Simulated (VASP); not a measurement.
Input of a VASP 6.6.1 run:

The input INCAR:

```
  PREC = Accurate
  ENCUT = 520
  EDIFF = 1E-6
  ISMEAR = 0
  SIGMA = 0.03
  LREAL = F
  LASPH = T
  NELM = 80
  ALGO = Normal
  ISIF = 2
  LWAVE = F
  LCHARG = F
  GGA = PS
  KPAR = 4
```

Contents of KPOINTS:

```
regular mesh
0
Gamma
  6 6 6
```

The input POSCAR:

```
ZnSe
1.0
    0.0000000000      2.8338000000      2.8338000000
    2.8338000000      0.0000000000      2.8338000000
    2.8338000000      2.8338000000      0.0000000000
Zn Se
1 1
Direct
    0.0000000000      0.0000000000      0.0000000000
    0.2500000000      0.2500000000      0.2500000000
```

Potentials or basis: VASP PAW PBE potentials, release 64 (Zn, Se).

The run is started by

```sh
$ cat potpaw_PBE.64/Zn/POTCAR potpaw_PBE.64/Se/POTCAR > POTCAR
$ mpirun -np 4 vasp_std > vasp.out
```

(1) Predict the band gap on the k mesh.

(2) Predict the pressure.

Results:

(1) 1.17 eV, direct.

(2) -0.9 GPa.

Caveat: the PAW data sets were made with another functional, which shifts forces and pressure a little.

**Experimental background.**

“Alloy Disordering Effects on the Thermal Conductivity and Energy Gap Temperature Dependence of Cd1−xZnxSe Ternary Crystals Grown by the Bridgman Method”, 2023, pmc:10253836 reports, for a bulk crystal of ZnSe at 300 K: band gap 2.695 ± 0.003 eV (an exciton energy, a little under the gap).

A measured gap of ZnSe is 2.695 eV (an exciton energy, a little under the gap; 300 K; “Alloy Disordering Effects on the Thermal Conductivity and Energy Gap Temperature Dependence of Cd1−xZnxSe Ternary Crystals Grown by the Bridgman Method”, 2023, pmc:10253836); the calculated 1.17 eV misses it by -1.53 eV. So large a miss can be the level of theory's own, or it may mean another phase, state or a wrong row. Spin-orbit coupling on Se is left out. The value is that of PBEsol, without temperature or zero-point motion. Semilocal functionals fall short of measured gaps as a rule.
